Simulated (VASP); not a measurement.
# PbSe (Clausthalite) (Fm-3m) in VASP: further runs

The runs below take PbSe (Clausthalite) through relaxation of cell and atoms, single point, with BLYP+D4, PBE, PBEsol+D4, PBEsol+rVV10, RPBE+D3.

Everything below comes from runs of VASP 6.6.1. Logs are shortened: lines on timing, memory, paths and dates and some standing lists are left out, and cuts for length are marked.

**Experimental background.**

From a printed reference work, monograph, for a bulk crystal of PbSe at 4.2 K: band gap 0.15 eV (direct).

The runs below are set against these values where they give the same quantity.

### 1 Starting point

The structure is cubic, space group Fm-3m (No. 225). The conventional cell has a = 6.121 Å, b = 6.121 Å, c = 6.121 Å, α = 90.00°, β = 90.00°, γ = 90.00°. Around Pb (site symmetry m-3m) lie 6 Se at 3.06 Å. Around Se (site symmetry m-3m) lie 6 Pb at 3.06 Å.

### 2 Relaxation of cell and atoms, BLYP+D4

INCAR reads:

```
AGGAC = 1.0 ; AGGAX = 1.0
ALDAC = 0.0 ; ALDAX = 1.0
ALGO = Normal ; EDIFF = 1E-6
EDIFFG = -0.02 ; ENCUT = 600
GGA = B5 ; IBRION = 2
ISIF = 3 ; ISMEAR = -1
IVDW = 13 ; LASPH = True
LCHARG = False ; LREAL = False
LWAVE = False ; NELM = 60
NSW = 60 ; PREC = Accurate
SIGMA = 0.05 ; VDW_A1 = 0.44488865
VDW_A2 = 4.0933009 ; VDW_S6 = 1.0
VDW_S8 = 2.34076671
```

KPOINTS reads:

```
k-points
0
Gamma
  8 8 8
```

POSCAR reads:

```
PbSe
1.0
    0.0000000000      3.0606500000      3.0606500000
    3.0606500000      0.0000000000      3.0606500000
    3.0606500000      3.0606500000      0.0000000000
Pb Se
1 1
Direct
    0.0000000000      0.0000000000      0.0000000000
    0.5000000000      0.5000000000      0.5000000000
```

Potentials or basis: VASP PAW PBE potentials, release 64 (Pb_d, Se).

Launch:

```console
$ cat potpaw_PBE.64/Pb_d/POTCAR potpaw_PBE.64/Se/POTCAR > POTCAR
$ mpirun -np 1 vasp_std > vasp.out
```

OUTCAR:

```text
EDIFF = 1E-6
   EDIFFG = -0.02
   ENCUT = 600
   GGA = B5
   IBRION = 2
   ISIF = 3
   ISMEAR = -1
   IVDW = 13
   LASPH = True
   LREAL = False
   NELM = 60
   NSW = 60
   PREC = Accurate

 ion  position               nearest neighbor table
   1  0.000  0.000  0.000-   2 3.06   2 3.06   2 3.06   2 3.06   2 3.06   2 3.06
   2  0.500  0.500  0.500-   1 3.06   1 3.06   1 3.06   1 3.06   1 3.06   1 3.06

  LATTYP: Found a face centered cubic cell.
 ALAT       =     6.1213000000

  Lattice vectors:

 A1 = (   0.0000000000,   3.0606500000,   3.0606500000)
 A2 = (   3.0606500000,   0.0000000000,   3.0606500000)
 A3 = (   3.0606500000,   3.0606500000,   0.0000000000)

Analysis of symmetry for initial positions (statically):
=====================================================================
 Subroutine PRICEL returns:
 Original cell was already a primitive cell.

 Routine SETGRP: Setting up the symmetry group for a
 face centered cubic supercell.

 Subroutine GETGRP returns: Found 48 space group operations
 (whereof 48 operations were pure point group operations)
 out of a pool of 48 trial point group operations.

The static configuration has the point symmetry O_h .

Analysis of symmetry for dynamics (positions and initial velocities):
=====================================================================
 Subroutine PRICEL returns:
 Original cell was already a primitive cell.

 Routine SETGRP: Setting up the symmetry group for a
 face centered cubic supercell.

 Subroutine GETGRP returns: Found 48 space group operations
 (whereof 48 operations were pure point group operations)
 out of a pool of 48 trial point group operations.

The dynamic configuration has the point symmetry O_h .

 Subroutine INISYM returns: Found 48 space group operations
 (whereof 48 operations are pure point group operations),
 and found     1 'primitive' translations

----------------------------------------------------------------------------------------

                                     Primitive cell

  volume of cell :      57.3418

  direct lattice vectors                    reciprocal lattice vectors
     0.000000000  3.060650000  3.060650000    -0.163363991  0.163363991  0.163363991
     3.060650000  0.000000000  3.060650000     0.163363991 -0.163363991  0.163363991
     3.060650000  3.060650000  0.000000000     0.163363991  0.163363991 -0.163363991

  length of vectors
     4.328412740  4.328412740  4.328412740     0.282954733  0.282954733  0.282954733

  position of ions in fractional coordinates (direct lattice)
     0.000000000  0.000000000  0.000000000
     0.500000000  0.500000000  0.500000000

  ion indices of the primitive-cell ions
   primitive index   ion index
                 1           1
                 2           2

----------------------------------------------------------------------------------------

 KPOINTS: k-points

Automatic generation of k-mesh.
 Grid dimensions read from file:
 generate k-points for:    8    8    8

 Generating k-lattice:

  Cartesian coordinates                     Fractional coordinates (reciprocal lattice)
    -0.020420499  0.020420499  0.020420499     0.125000000  0.000000000  0.000000000
     0.020420499 -0.020420499  0.020420499     0.000000000  0.125000000  0.000000000
     0.020420499  0.020420499 -0.020420499     0.000000000  0.000000000  0.125000000

  Length of vectors
     0.035369342  0.035369342  0.035369342

  Shift w.r.t. Gamma in fractional coordinates (k-lattice)
     0.000000000  0.000000000  0.000000000

 Subroutine IBZKPT returns following result:
 ===========================================

 Found     29 irreducible k-points:

 Following reciprocal coordinates:
            Coordinates               Weight
  0.000000  0.000000  0.000000      1.000000
  0.125000  0.000000  0.000000      8.000000
  0.250000  0.000000  0.000000      8.000000
  0.375000  0.000000  0.000000      8.000000
  0.500000  0.000000  0.000000      4.000000
  0.125000  0.125000  0.000000      6.000000
[... 16 lines left out ...]
  0.500000  0.250000  0.125000     48.000000
 -0.375000  0.250000  0.125000     24.000000
 [... further k-points ...]
   k-points           NKPTS =     29   k-points in BZ     NKDIM =     29   number of bands    NBANDS=     14
   number of dos      NEDOS =    301   number of ions     NIONS =      2
   total plane-waves  NPLWV =  46656
   dimension x,y,z NGX =    36 NGY =   36 NGZ =   36
   dimension x,y,z NGXF=    72 NGYF=   72 NGZF=   72
   ions per type =               1   1
   NGX,Y,Z   is equivalent  to a cutoff of  13.83, 13.83, 13.83 a.u.
   NGXF,Y,Z  is equivalent  to a cutoff of  27.65, 27.65, 27.65 a.u.
 SYSTEM =  unknown system
   PREC   = accura    normal or accurate (medium, high low for compatibility)
   ISTART =      0    job   : 0-new  1-cont  2-samecut
   ICHARG =      2    charge: 1-file 2-atom 10-const
   ISPIN  =      1    spin polarized calculation?
   LNONCOLLINEAR =      F non collinear calculations
   LSORBIT =      F    spin-orbit coupling
   LASPH  =      T    aspherical Exc in radial PAW
   ENCUT  =  600.0 eV  44.10 Ry    6.64 a.u.   8.64  8.64  8.64*2*pi/ulx,y,z
   NELM   =     60;   NELMIN=  2; NELMDL= -5     # of ELM steps
   EDIFF  = 0.1E-05   stopping-criterion for ELM
   LREAL  =      F    real-space projection
   EDIFFG = -.2E-01   stopping-criterion for IOM
   NSW    =     60    number of steps for IOM
   IBRION =      2    ionic relax: 0-MD 1-quasi-New 2-CG
   NFREE  =      1    steps in history (QN), initial steepest desc. (CG)
   ISIF   =      3    stress and relaxation
   ISYM   =      2    0-nonsym 1-usesym 2-fastsym
   POTIM  = 0.5000    time-step for ionic-motion
   TEBEG  =    0.0;   TEEND  =   0.0 temperature during run
   PSTRESS=    0.0 pullay stress
   NELECT =      20.0000    total number of electrons
   NUPDOWN=      -1.0000    fix difference up-down
   EMIN   =  10.00;   EMAX   =-10.00  energy-range for DOS
   EFERMI =   0.00;   METHOD = LEGACY
   ISMEAR =    -1;   SIGMA  =   0.05  broadening in eV -4-tet -1-fermi 0-gaus
   EFERMI_NEDOS =   21; number of points for ismear=-14 and -15
   IALGO  =     38    algorithm
   IMIX   =      4    mixing-type and parameters
     AMIX     =   0.40;   BMIX     =  1.00
     AMIX_MAG =   1.60;   BMIX_MAG =  1.00
  volume/ion in A,a.u.               =      28.67       193.48
  Fermi-wavevector in a.u.,A,eV,Ry     =   1.152377  2.177676 18.068159  1.327972
  Thomas-Fermi vector in A             =   2.289028
   LORBIT       =      0    0 simple, 1 ext, 2 COOP (PROOUT), +10 PAW based schemes
   GGA     = B5    functional components
   LHFCALC =     F    Hartree Fock is set to
   AEXX    =    0.0000 exact exchange contribution
   IVDW    =    13    specifies the selected vdW correction
   LEPSILON=     F    determine dielectric tensor
   LRPA    =     F    only Hartree local field effects (RPA)
 conjugate gradient relaxation of ions
 non-spin polarized calculation
  energy-cutoff  :      600.00
  volume of cell :       57.34
 maximum number of plane-waves:      1930
   NGX = 17   NGY = 17   NGZ = 17

--------------------------------------- Ionic step        1  -------------------------------------------

 number of electron      20.0000001 magnetization

 Free energy of the ion-electron system (eV)
  ---------------------------------------------------
  ext. energy  EPLUGINS =         0.00000000
  ---------------------------------------------------
  free energy    TOTEN  =        -7.02844155 eV

  energy without entropy =       -7.02829462  energy(sigma->0) =       -7.02836808

 E-fermi :   5.6986     XC(G=0):  -8.9486

 val. band max:        5.5011902382   @ k =   0.5000   0.0000   0.0000
 cond. band min:       5.8959110094   @ k =   0.5000   0.0000   0.0000
 fundamental gap:      0.3947207712
 Fermi energy:         5.6985749301

 k-point     1 :       0.0000    0.0000    0.0000
  band No.  band energies     occupation
      1     -11.3416      2.00000
      2     -11.3416      2.00000
      3     -11.3416      2.00000
      4     -11.3415      2.00000
      5     -11.3415      2.00000
      6      -8.0887      2.00000
      7      -0.9008      2.00000
      8       3.6313      2.00000
      9       3.6313      2.00000
     10       3.6313      2.00000
     11      10.1207      0.00000
     12      10.1207      0.00000
     13      10.1207      0.00000
     14      12.2333      0.00000
[... 377 lines left out ...]
      1     -11.3983      2.00000
      2     -11.3534      2.00000
      3     -11.3309      2.00000
      4     -11.3211      2.00000
      5     -11.3064      2.00000
      6      -6.8409      2.00000
      7      -3.0356      2.00000
      8       2.3169      2.00000
      9       2.6755      2.00000
     10       4.6893      2.00000
     11       6.9270      0.00000
     12       8.9325      0.00000
     13       9.5831      0.00000
     14      13.3590      0.00000

 [... further k-points ...]

------------------------ aborting loop because EDIFF is reached ----------------------------------------

  DFT-D4 for vdW energy calculation

  Edisp (eV):   -1.49216
[... 271 lines left out ...]
--------------------------------------- Ionic step        8  -------------------------------------------

 number of electron      19.9999998 magnetization

 Free energy of the ion-electron system (eV)
  ---------------------------------------------------
  ext. energy  EPLUGINS =         0.00000000
  ---------------------------------------------------
  free energy    TOTEN  =        -7.14783224 eV

  energy without entropy =       -7.14781515  energy(sigma->0) =       -7.14782369

 E-fermi :   4.5689     XC(G=0):  -8.5113

 val. band max:        4.2410640930   @ k =   0.5000   0.0000   0.0000
 cond. band min:       4.8960217439   @ k =   0.5000   0.0000   0.0000
 fundamental gap:      0.6549576509
 Fermi energy:         4.5689040121

 k-point     1 :       0.0000    0.0000    0.0000
  band No.  band energies     occupation
      1     -12.4064      2.00000
      2     -12.4064      2.00000
      3     -12.4064      2.00000
      4     -12.4022      2.00000
      5     -12.4022      2.00000
      6      -8.5027      2.00000
      7      -2.2620      2.00000
      8       2.8584      2.00000
      9       2.8584      2.00000
     10       2.8584      2.00000
     11       8.6730      0.00000
     12       8.6730      0.00000
     13       8.6730      0.00000
     14      11.2174      0.00000
[... 377 lines left out ...]
      1     -12.4347      2.00000
      2     -12.4096      2.00000
      3     -12.3983      2.00000
      4     -12.3922      2.00000
      5     -12.3827      2.00000
      6      -7.5363      2.00000
      7      -3.8114      2.00000
      8       1.6925      2.00000
      9       1.9775      2.00000
     10       3.6693      2.00000
     11       5.8500      0.00000
     12       7.6521      0.00000
     13       8.1867      0.00000
     14      12.1835      0.00000

 [... further k-points ...]

------------------------ aborting loop because EDIFF is reached ----------------------------------------

  DFT-D4 for vdW energy calculation

  Edisp (eV):   -1.44499
[... 25 lines left out ...]
  FREE ENERGIE OF THE ION-ELECTRON SYSTEM (eV)
  ---------------------------------------------------
  free  energy   TOTEN  =        -8.5928234152 eV

  energy  without entropy=       -8.5928063230  energy(sigma->0) =       -8.59281487

 reached required accuracy - stopping structural energy minimisation
```

Run time: 3.6 min. Hardware: 1 thread of Intel Xeon Platinum 8259CL at 2.50GHz (Skylake/Cascade Lake), shared host; peak memory 0.23 GiB.

What came out:

```yaml
Free_energy: -8.5928 eV
Relaxed_volume: 31.73 Å³/atom
Relaxed_cell: a = 4.477 Å, b = 4.477 Å, c = 4.477 Å, α = 60.00°, β = 60.00°, γ = 60.00°
Space_group_after_relaxing_to_0.05_Å: Fm-3m (No. 225)
Energy_gained_by_relaxing: 36.1 meV/atom
Ionic_steps: 8
Pressure_after_relaxing: 0.0 GPa
Band_gap_on_the_k_mesh: 0.65 eV, direct
Dispersion_energy_per_atom: -0.722 eV
```

Step by step:
| step | energy change (eV) | largest force (eV/Å) | pressure (GPa) | volume (Å³) |
| --- | --- | --- | --- | --- |
| 1 | 0.0000 | 0.0000 | 1.99 | 57.34 |
| 2 | -0.0181 | 0.0000 | 0.90 | 60.35 |
| 3 | -0.0714 | 0.0000 | 1.06 | 63.19 |
| 4 | 0.0583 | 0.0000 | -4.22 | 69.12 |
| 5 | -0.0655 | 0.0000 | -2.35 | 64.27 |
| 6 | -0.0722 | 0.0000 | -0.25 | 63.52 |
| 7 | -0.0722 | 0.0000 | 0.23 | 63.39 |
| 8 | -0.0722 | 0.0000 | 0.01 | 63.45 |

Final structure:
```cif
data_structure
_symmetry_space_group_name_H-M 'P 1'
_symmetry_Int_Tables_number 1
_cell_length_a 4.4770
_cell_length_b 4.4770
_cell_length_c 4.4770
_cell_angle_alpha 60.000
_cell_angle_beta 60.000
_cell_angle_gamma 60.000
_cell_volume 63.45
loop_
_atom_site_label
_atom_site_type_symbol
_atom_site_fract_x
_atom_site_fract_y
_atom_site_fract_z
_atom_site_occupancy
Pb1 Pb 0.00000 0.00000 0.00000 1
Se1 Se 0.50000 0.50000 0.50000 1
```

Levels at points of the mesh, in eV from the valence-band top:
```
           k point  band 6  band 7  band 8  band 9  band 10  band 11  band 12  band 13  band 14
(0.00, 0.00, 0.00)  -12.74   -6.50   -1.38   -1.38    -1.38     4.43     4.43     4.43     6.98
(0.50, 0.00, 0.00)  -11.91   -8.30   -1.02   -1.02     0.00     0.65     1.91     1.91     8.80
(0.50, 0.50, 0.00)  -11.67   -7.29   -4.04   -2.55    -2.55     4.46     5.19     5.19     5.64
```

Caveat: the PAW data sets were made with another functional, which shifts forces and pressure a little; spin-orbit coupling is left out, which as a rule narrows the gap of such compounds by several tenths of an eV; the volume moved by +11 % from the deposited cell, more than functionals usually miss.

### 3 Single point, PBE

INCAR reads:

```
SYSTEM = PbSe
ALGO = Normal
EDIFF = 1E-6
ENCUT = 520
GGA = PE
ISIF = 2
ISMEAR = 0
LASPH = .True.
LCHARG = .False.
LREAL = .False.
LWAVE = .False.
NELM = 80
PREC = Accurate
SIGMA = 0.028000000000000004
```

KPOINTS reads:

```
k-points
0
Gamma
  8 8 8
  0 0 0
```

POSCAR is that of step 2.

Potentials or basis: VASP PAW PBE potentials, release 64 (Pb_d, Se).

Launch:

```console
$ cat potpaw_PBE.64/Pb_d/POTCAR potpaw_PBE.64/Se/POTCAR > POTCAR
$ mpirun -np 1 vasp_std > vasp.out
```

It took 16 s on 1 thread of Intel Xeon Platinum 8259CL at 2.50GHz (Skylake/Cascade Lake), shared host; peak memory 0.18 GiB.

It converged, with:

```yaml
Free_energy: -8.1783 eV
Pressure: 2.4 GPa
Band_gap_on_the_k_mesh: 0.29 eV, direct
```

Levels at points of the mesh, in eV from the valence-band top:
| k point | band 8 | band 9 | band 10 | band 11 | band 12 | band 13 |
| --- | --- | --- | --- | --- | --- | --- |
| (0.00, 0.00, 0.00) | -1.88 | -1.88 | -1.88 | 4.71 | 4.71 | 4.71 |
| (0.50, 0.00, 0.00) | -1.47 | -1.47 | 0.00 | 0.29 | 1.70 | 1.70 |
| (0.50, 0.50, 0.00) | -4.98 | -3.24 | -3.24 | 3.69 | 5.61 | 5.61 |

Caveat: spin-orbit coupling is left out, which as a rule narrows the gap of such compounds by several tenths of an eV.

### 4 Relaxation of cell and atoms, PBEsol+D4

INCAR reads:

```
PREC = Accurate ; ENCUT = 600
EDIFF = 1E-7 ; ISMEAR = -1
SIGMA = 0.05 ; LREAL = F
LASPH = T ; NELM = 80
ALGO = Normal ; ISIF = 3
LWAVE = F ; LCHARG = F
GGA = PS ; IVDW = 13
IBRION = 2 ; NSW = 40
EDIFFG = -0.005
```

KPOINTS reads:

```
regular mesh
0
Gamma
  8 8 8
```

POSCAR is that of step 3.

Launch:

```console
$ cat potpaw_PBE.64/Pb_d/POTCAR potpaw_PBE.64/Se/POTCAR > POTCAR
$ mpirun -np 1 vasp_std > vasp.out
```

Run time: 69 s. Hardware: 1 thread of Intel Xeon Platinum 8259CL at 2.50GHz (Skylake/Cascade Lake), shared host; peak memory 0.22 GiB.

It converged, with:

- Free energy: -9.3888 eV
- Relaxed volume: 27.75 Å³/atom
- Relaxed cell: a = 4.282 Å, b = 4.282 Å, c = 4.282 Å, α = 60.00°, β = 60.00°, γ = 60.00°
- Space group after relaxing (to 0.05 Å): Fm-3m (No. 225)
- Energy gained by relaxing: 5.0 meV/atom
- Ionic steps: 3
- Pressure after relaxing: 0.0 GPa
- Band gap on the k mesh: 0.09 eV, direct
- Dispersion energy per atom: -0.238 eV

Step by step:
| step | energy change (eV) | largest force (eV/Å) | pressure (GPa) | volume (Å³) |
| --- | --- | --- | --- | --- |
| 1 | 0.0000 | 0.0000 | -1.69 | 57.34 |
| 2 | -0.0086 | 0.0000 | 0.67 | 54.87 |
| 3 | -0.0100 | 0.0000 | 0.01 | 55.51 |

Final structure:
```xyz
2
Lattice="0.0000 3.0277 3.0277 3.0277 0.0000 3.0277 3.0277 3.0277 0.0000" Properties=species:S:1:pos:R:3 pbc="T T T"
Pb    0.0000    0.0000    0.0000
Se    3.0277    3.0277    3.0277
```

Levels at points of the mesh, in eV from the valence-band top:
```csv
k point,band 6,band 7,band 8,band 9,band 10,band 11,band 12,band 13,band 14
"(0.00, 0.00, 0.00)",-13.92,-6.31,-2.05,-2.05,-2.05,4.72,4.72,4.72,6.35
"(0.50, 0.00, 0.00)",-12.76,-9.06,-1.61,-1.61,0.00,0.09,1.55,1.55,8.42
"(0.50, 0.50, 0.00)",-12.33,-7.50,-5.33,-3.49,-3.49,3.41,5.68,5.68,6.12
```

Caveat: the PAW data sets were made with another functional, which shifts forces and pressure a little; spin-orbit coupling is left out, which as a rule narrows the gap of such compounds by several tenths of an eV.

(Continued in part 2 of 2.)
